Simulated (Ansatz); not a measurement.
# Y (beta tin type): the cost of one run

Program: Ansatz 0.2.0. Level of theory: DFT PBE, with the methods named in each step. These are calculated values, not measurements.

**1. The structure to begin with**

Symmetry: I4_1/amd, No. 141, tetragonal system. The conventional cell has a = 6.224 Å, b = 6.224 Å, c = 3.409 Å, α = 90.00°, β = 90.00°, γ = 90.00°. Around Y (site symmetry -4m2) lie 6 Y at 3.23 to 3.41 Å.

As a file:

```xyz
2
Lattice="-3.1122 3.1122 1.7044 3.1122 -3.1122 1.7044 3.1122 3.1122 -1.7044" Properties=species:S:1:pos:R:3 pbc="T T T"
Y     0.0000   -1.5561   -0.4261
Y     0.0000    1.5561    0.4261
```

Whether this phase is the stable one at these pressures isn't tested.

Atoms are numbered in the order of the input: Y1, Y2.

**2. The reference volume, LAPW**

input.yaml reads:

```yaml
crystal:
  lattice:
    - [-3.1121545994, 3.1121545994, 1.7044476819]
    - [3.1121545994, -3.1121545994, 1.7044476819]
    - [3.1121545994, 3.1121545994, -1.7044476819]
  atoms:
    - { symbol: "Y", position: [-0.375, -0.125, -0.25] }
    - { symbol: "Y", position: [0.375, 0.125, 0.25] }
kpoints:
  mp_grid: { grid: [14, 14, 14] }
  band_path:
    path:
      - [0.0, 0.0, 0.0]
      - [0.0, 0.0, 0.5]
      - [-0.5, 0.5, 0.5]
      - [0.0, 0.0, 0.0]
      - [0.3249868367, 0.3249868367, -0.3249868367]
      - [-0.3249868367, 0.6750131633, 0.3249868367]
      - [-0.5, 0.5, 0.5]
      - [0.0, 0.0, 0.5]
      - [0.25, 0.25, 0.25]
    npoints: 14
scf:
  occupations: { method: fermi_dirac, width: 0.08 }
hamiltonian:
  xc: pbe
  pseudopotentials: { kind: all_electron, lapw: { basis_error: 0.001 } }
output:
  forces: true
  stress: true
  eigenvalues: true
  populations: true
  dos: { projected: true, de: 0.2, e_range: [-14, 8] }
```

Run with:

```bash
$ ansatz run input.yaml --threads 1 --pin off --max-ram 2048MiB --backend cpu --events-out ev --progress --plain --runs-dir out
```

**Question.** How long does this run take on 1 thread of Arm Neoverse V1, shared host, and how much memory does it need?

About 62 s, with a peak of 0.6 GiB.
